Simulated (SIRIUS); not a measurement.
## TePt in SIRIUS: the effect of functional

Crystal: TePt.

```
Pt Te
1.0
     3.55919    0.00000    0.00000
     0.00000    3.55919    0.00000
     0.00000    0.00000    3.55919
Pt Te
1 1
Direct
  0.00000 0.00000 0.00000
  0.50000 0.50000 0.50000
```

Measurements of this composition are mostly on another form, of space group No. 166.

Alike in all runs:

```yaml
Program: SIRIUS 7.10.0
Task: single point
Potentials_or_basis: PseudoDojo 0.4.1 PBE standard (scalar relativistic)
Cutoff: 1152 eV
Density_cutoff: 4606 eV
k_mesh: 7 × 7 × 7
Occupations: fermi-dirac, width 0.05 eV
Spin: no spin polarisation
```

**Question.** One run gave: pressure -1.9 GPa. Which functional did it use?
A. revPBE
B. WC
C. PBEsol
D. BLYP
E. LDA

**Answer.** D.

```csv
functional,pressure (GPa)
LDA,-16.3
PBE,-9.7
PBEsol,-14.4
RPBE,-7.5
revPBE,-8.1
BLYP,-1.9
PW91,-9.3
AM05,-14.8
N12,-13.6
KT2,-16.1
WC,-13.7
```

Caveats: the potentials were made for another functional, which shifts forces and pressure (some runs).
